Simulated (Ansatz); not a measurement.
## CuAu in Ansatz: the effect of functional

CuAu:

```
Au Cu
1.0
     1.41360    0.81614    4.16929
    -1.41360    0.81614    4.16929
     0.00000   -1.63228    4.16929
Au Cu
1 1
Direct
  0.00000 0.00000 0.00000
  0.50000 0.50000 0.50000
```

The cell comes from a database or a generator and needn't be the stable form of this composition.

The cell isn't the ideal one: volume scaled by 0.94.

Alike in all runs:

```yaml
Program: Ansatz 0.2.0
Task: single point
Potentials_or_basis: Ansatz PAW
k_mesh: 11 × 11 × 11
Occupations: fermi-dirac, width 0.05 eV
Spin: no spin polarisation
```

Q: One run gave: pressure -4.4 GPa. Which functional did it use?
A. PBEsol
B. r2SCAN
C. LDA

A: C.

| functional | cutoff | pressure (GPa) |
| --- | --- | --- |
| LDA | 420 eV (not typed: the program's choice for these potentials) | -4.4 |
| PBEsol | 420 eV (not typed: the program's choice for these potentials) | 0.8 |
| r2SCAN | 500 eV (not typed: the program's choice for these potentials) | 4.6 |

Caveats: the PAW data sets come from PBE, with cores solved anew for the run's functional, which leaves a small shift of forces and pressure.

Runs at the PBE level aren't shown here.
